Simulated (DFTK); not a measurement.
**GaN under changes of volume**

One of the cells (11.310 Å³/atom); the others are scaled copies at fixed shape and fractional positions:

```
Ga N
1.0
     3.18000    0.00000    0.00000
    -1.59000    2.75396    0.00000
     0.00000    0.00000    5.16600
Ga N
2 2
Direct
  0.66667 0.33333 0.50000
  0.33333 0.66667 0.00000
  0.66667 0.33333 0.87500
  0.33333 0.66667 0.37500
```

- Program: DFTK 0.8.2
- Functional: PBEsol
- Potentials or basis: dojo.nc.sr.pbesol.v0_4_1.standard.upf (PBEsol)
- Cutoff: 1143 eV
- k mesh: 10 × 10 × 5
- Occupations: fermi-dirac, width 0.05 eV
- Spin: no spin polarisation

```tsv
volume (Å³/atom)	energy over the lowest point (meV/atom)	pressure (GPa)	gap on the mesh (eV)	largest force (eV/Å)
10.632	?	?	?	?
10.858	15.29	9.9	2.22	0.144
11.084	4.60	5.3	2.09	0.139
11.310	0.00	1.2	1.95	0.133
11.537	0.87	-2.4	1.82	0.128
11.763	6.66	-5.7	1.68	0.123
11.989	16.86	-8.7	1.56	0.118
```

Task: What does the run at 10.632 Å³/atom give?

Result: Energy over the lowest point 32.76 meV/atom; pressure 14.9 GPa; gap on the mesh 2.37 eV; largest force 0.150 eV/Å.

Worked out: A Birch-Murnaghan fit of order 3 (a polynomial in V^(-2/3)) to the other rows has its minimum at 11.38 Å³/atom with B0 = V·E''(V) = 188 GPa and B' = 4.4 at fixed shape and positions, which overstates the stiffness. It gives 32.75 meV/atom at 10.632 Å³/atom, against the run's 32.76, and -dE/dV = 15.0 GPa, against 14.9. A straight line through the other rows of the gap, of slope -6.72 eV per unit of ln V (its deformation potential), extrapolates to 2.37 eV, against the run's 2.37.

Energies are extrapolated to zero smearing.

Spin-orbit coupling on Ga is left out.
